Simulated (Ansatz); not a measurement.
Crystal: NaCl.

```
Cl Na
1.0
     0.00000    2.79406    2.79406
     2.79406    0.00000    2.79406
     2.79406    2.79406    0.00000
Cl Na
1 1
Cartesian
  2.7941 2.7941 2.7941
  0.0000 0.0000 0.0000
```

The cell is a database's computed one.

| Property | Result |
| --- | --- |
| Program | Ansatz 0.2.0 |
| Task | relaxation of cell and atoms |
| Functional | RPBE |
| Potentials or basis | Ansatz PAW |
| Cutoff | 420 eV (not typed: the program's choice for these potentials) |
| k mesh | 8 × 8 × 8 |
| Occupations | fermi-dirac, width 0.05 eV |
| Spin | no spin polarisation |

At the start: volume 21.81 Å³/atom.

Problem. How do energy, volume and symmetry change on relaxing?

Solution. It ends after 5 steps and the volume is 24.90 Å³/atom (+14.2 %); space group Fm-3m (No. 225, to 0.05 Å).

The path:
| step | energy change (eV) | largest force (eV/Å) | volume (Å³) |
| --- | --- | --- | --- |
| 1 | 0.0000 | 0.0000 | 43.63 |
| 2 | -0.0541 | 0.0000 | 47.59 |
| 3 | -0.0606 | 0.0000 | 49.39 |
| 4 | -0.0609 | 0.0000 | 49.81 |
| 5 | -0.0611 | 0.0000 | 49.81 |

Final structure:
```cif
data_structure
_symmetry_space_group_name_H-M 'P 1'
_symmetry_Int_Tables_number 1
_cell_length_a 4.1299
_cell_length_b 4.1299
_cell_length_c 4.1299
_cell_angle_alpha 60.000
_cell_angle_beta 60.000
_cell_angle_gamma 60.000
_cell_volume 49.81
loop_
_atom_site_label
_atom_site_type_symbol
_atom_site_fract_x
_atom_site_fract_y
_atom_site_fract_z
_atom_site_occupancy
Cl1 Cl 0.50000 0.50000 0.50000 1
Na1 Na 0.00000 0.00000 0.00000 1
```

Caveat: the plane-wave basis is chosen anew once the cell has moved, so the energies of steps on either side of that aren't comparable; the PAW data sets come from PBE, with cores solved anew for the run's functional, which leaves a small shift of forces and pressure.
